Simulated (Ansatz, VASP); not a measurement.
**One calculation of CdS, two programs**

INCAR

```
SYSTEM = CdS
PREC = Accurate ; ENCUT = 600
EDIFF = 1E-7 ; ISMEAR = -1
SIGMA = 0.05 ; LREAL = .False.
LASPH = .True. ; NELM = 80
ALGO = Normal ; ISIF = 3
LWAVE = .False. ; LCHARG = .False.
GGA = RP ; IVDW = 12
IBRION = 2 ; NSW = 60
EDIFFG = -0.01
```

File KPOINTS:

```
Automatic mesh
0
Gamma
  8 8 8
  0 0 0
```

POSCAR

```
CdS
1.0
    0.0000000000      2.7532440000      2.7532440000
    2.7532440000      0.0000000000      2.7532440000
    2.7532440000      2.7532440000      0.0000000000
Cd S
1 1
Direct
    0.0000000000      0.0000000000      0.0000000000
    0.5000000000      0.5000000000      0.5000000000
```

input.yaml

```yaml
crystal:
  lattice:
    - [0.0, 2.753244, 2.753244]
    - [2.753244, 0.0, 2.753244]
    - [2.753244, 2.753244, 0.0]
  atoms:
    - { symbol: Cd, position: [0.0, 0.0, 0.0] }
    - { symbol: S, position: [0.5, 0.5, 0.5] }
hamiltonian:
  xc: rpbe
  pseudopotentials: { kind: paw }
  dispersion: d3bj
kpoints:
  mp_grid: { grid: [8, 8, 8] }
scf:
  occupations: { method: fermi_dirac, width: 0.05 }
output:
  forces: true
  stress: true
  eigenvalues: true
  write_density: true
  write_potential: true
  elf: true
  volumetric_format: npy
relax:
  f_tol: 0.01
  max_steps: 40
  cell: { stress_tol: 0.05 }
```

Measurements of this composition are mostly on another form, of space group No. 186.

Alike in both runs: task relaxation of cell and atoms; functional RPBE; dispersion D3(BJ); k mesh 8 × 8 × 8; occupations fermi-dirac, width 0.05 eV; no spin polarisation.

|  | VASP | Ansatz |
| --- | --- | --- |
| version | VASP 6.6.1 | Ansatz 0.2.0 |
| potentials or method | VASP PAW PBE potentials, release 64 (Cd, S) | Ansatz PAW |
| plane-wave cutoff (eV) | 600 | 420 |
| valence electrons in the cell | 18 | 26 |

Ansatz gave:

```
gap on the k mesh at the Fermi level, each at its own relaxed structure (eV) : 0.31
relaxed volume (Å³/atom)                                                     : 17.48
relaxed cell length with the largest relative difference (Å)                 : 3.670
energy change over the relaxation (meV/atom)                                 : -169
```

Q: Estimate VASP's values.

A: gap on the k mesh at the Fermi level, each at its own relaxed structure (eV): 0.30; relaxed volume (Å³/atom): 17.59; relaxed cell length with the largest relative difference (Å): 3.678; energy change over the relaxation (meV/atom): -158.

The two sets of potentials don't hold the same shells in valence.

Caveats: the volume moved by over 15 % at a fixed basis, so the end points are rough; the PAW data sets were made with another functional, which shifts forces and pressure a little (VASP); the plane-wave basis is chosen anew once the cell has moved, so the energies of steps on either side of that aren't comparable (Ansatz); the PAW data sets come from PBE, with cores solved anew for the run's functional, which leaves a small shift of forces and pressure (Ansatz).
